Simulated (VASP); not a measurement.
**Si: equilibrium volume by level of theory**

Symmetry: Fd-3m, No. 227, cubic system. Conventional cell: a = 5.427 Å, b = 5.427 Å, c = 5.427 Å, α = 90.00°, β = 90.00°, γ = 90.00°. Si (site symmetry -43m) has 4 Si at 2.35 Å as nearest neighbours.

| rung | level | program and potentials | cutoff (eV) | k mesh | smearing | equilibrium volume (Å³/atom) | notes |
| --- | --- | --- | --- | --- | --- | --- | --- |
| LDA | LDA | VASP, LDA PAW files Si, 600 eV | 600 | 10 × 10 × 10 | gaussian 0.03 | 19.72 | - |
| GGA | AM05 | VASP, PBE PAW files Si, 600 eV | 600 | 10 × 10 × 10 | gaussian 0.03 | 20.09 | potentials made for PBE |
| GGA | PBE | VASP, PBE PAW files Si, 600 eV | 600 | 10 × 10 × 10 | gaussian 0.03 | (a) | - |
| GGA + dispersion | PBE+D3(BJ) | VASP, PBE PAW files Si, 600 eV | 600 | 10 × 10 × 10 | gaussian 0.03 | 19.90 | - |
| GGA | PBEsol | VASP, PBE PAW files Si, 600 eV | 600 | 10 × 10 × 10 | gaussian 0.03 | 20.08 | potentials made for PBE |
| GGA | RPBE | VASP, PBE PAW files Si, 600 eV | 600 | 10 × 10 × 10 | gaussian 0.03 | 20.77 | potentials made for PBE |
| meta-GGA | r2SCAN | VASP, PBE PAW files Si, 600 eV | 600 | 10 × 10 × 10 | gaussian 0.03 | 20.12 | potentials made for PBE |

Task: relaxation of cell and atoms. All rows: no spin polarisation. Smearing widths are in eV. Meshes are those of the run's cell of 2 atoms unless a note names another. Relaxations start from the cell shown or near it and stop with a little pressure left. Runs on faulty files, with rough fits or with known faults for this quantity aren't shown. No row holds spin-orbit coupling.

Q: Estimate the value left out from the other rows.

A: (a) 20.44 Å³/atom.
